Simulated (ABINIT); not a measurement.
Here is an ABINIT 10.8.3 (patched build) calculation.

File run.abi:

```
# Datasets: one volume each
ndtset 7
getwfk -1
scalecart1 3*0.9795861087
scalecart2 3*0.9864848297
scalecart3 3*0.9932883884
scalecart4 3*1.0000000000
scalecart5 3*1.0066227096
scalecart6 3*1.0131594038
scalecart7 3*1.0196128224

# Pseudopotentials
pp_dirpath "./"
pseudos "Mo.upf"

# Structure
acell 3*1.0
rprim
    -2.9929651906     2.9929651906     2.9929651906
     2.9929651906    -2.9929651906     2.9929651906
     2.9929651906     2.9929651906    -2.9929651906
ntypat 1
znucl 42
natom 1
typat 1
xred
     0.0000000000     0.0000000000     0.0000000000

# Plane-wave basis
ecut 40.0

# k points
kptopt 1
ngkpt 12 12 12
nshiftk 1
shiftk 0.0 0.0 0.0

# Exchange and correlation
ixc 11

# Bands and occupations
nband 11
occopt 3
tsmear 0.05 eV

# SCF cycle
nstep 100
tolvrs 1.0e-10

# Output
iomode 3
prtwf 1
prtden 0
prteig 0
prtebands 0
enunit 2
```

Potentials or basis: PseudoDojo NC SR PBE v0.5 stringent.

Run with:

```sh
$ abinit run.abi > log 2>&1
```

(1) What does it give for the equilibrium volume?

(2) Estimate the bulk modulus.

(3) Predict the pressure derivative of the bulk modulus.

Results:

(1) 15.79 Å³/atom.

(2) 262 GPa.

(3) 4.3.

Caveat: pressures at fixed basis lie under the slope of the energies.
